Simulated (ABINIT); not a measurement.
Runs of ABINIT 10.8.3 (patched build) on Te. It takes space group P3_121 (No. 152, trigonal). The conventional cell has a = 4.454 Å, b = 4.454 Å, c = 5.924 Å, α = 90.00°, β = 90.00°, γ = 120.00°. Te (site symmetry 2) is surrounded by 2 Te at 2.86 Å. 

| task | level | potentials or basis | k mesh | mesh quality | gap on the mesh (eV) | pressure (GPa) | largest force (eV/Å) |
| --- | --- | --- | --- | --- | --- | --- | --- |
| band structure | BP86 | JTH PAW PBE v2.0 | 7 × 7 × 5 | not flagged | - | 2.1 | 0.24 |
| band structure | PBE | JTH PAW PBE v2.0 | 7 × 7 × 5 | not flagged | - | 1.5 | (b) |
| single point | LDA | JTH PAW LDA v2.0 | 9 × 9 × 6 | not flagged | 0.12 | -1.9 | 0.14 |
| single point | PBEsol | JTH PAW PBE v2.0 | 3 × 3 × 2 | coarse | - | -0.4 | 0.10 |
| single point | PBE | JTH PAW PBE v2.0 | 4 × 4 × 3 | not flagged | 0.79 | (a) | (c) |

Alike in all rows: no spin polarisation; cell as given; cutoff (eV) 408; smearing fermi-dirac 0.05 eV.

**Question.** Estimate the missing entries.

**Answer.** (a) 1.6; (b) 0.22; (c) 0.21.

Caveats: some runs use coarse meshes; spin-orbit coupling is left out, which moves the levels of the heavy elements (some runs); the PAW data sets were made with another functional, which shifts forces and pressure a little (some runs); an odd mesh through Γ misses points on the zone boundary, where band edges often lie (some runs).

A k mesh can miss the band edges, and the runs leave out spin-orbit coupling on Te.
